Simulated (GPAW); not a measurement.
**Au in GPAW: the effect of dispersion**

Crystal: Au.

```
Au
1.0
     0.00000    2.03500    2.03500
     2.03500    0.00000    2.03500
     2.03500    2.03500    0.00000
Au
1
Direct
  0.00000 0.00000 0.00000
```

Alike in all runs:

- Program: GPAW 26.7.0
- Task: relaxation of cell and atoms
- Functional: PBEsol
- Potentials or basis: PAW data sets generated in the run's folder for this functional
- Cutoff: 600 eV
- Basis: pw
- k mesh: 11 × 11 × 11
- Occupations: fermi-dirac, width 0.05 eV
- Spin: no spin polarisation

Each run relaxes the cell or the atoms first.

```csv
dispersion,relaxed volume (Å³/atom)
none,?
D3,16.81
D3(BJ),16.72
D3(BJ)-ATM,16.85
D4,16.94
```

Q: What does the run with dispersion none give?

A: Relaxed volume 17.28 Å³/atom.

Caveats: with this Au data set, volumes or pressures lay over 1.5 % or 2 GPa off other programs in two to four cells of ten; later steps reuse the first step's grids; pairwise dispersion overbinds metals, which lowers pressure and volume (some runs); the relaxation stopped at its first step, so nothing moved (some runs).

Runs at the PBE level aren't shown here.
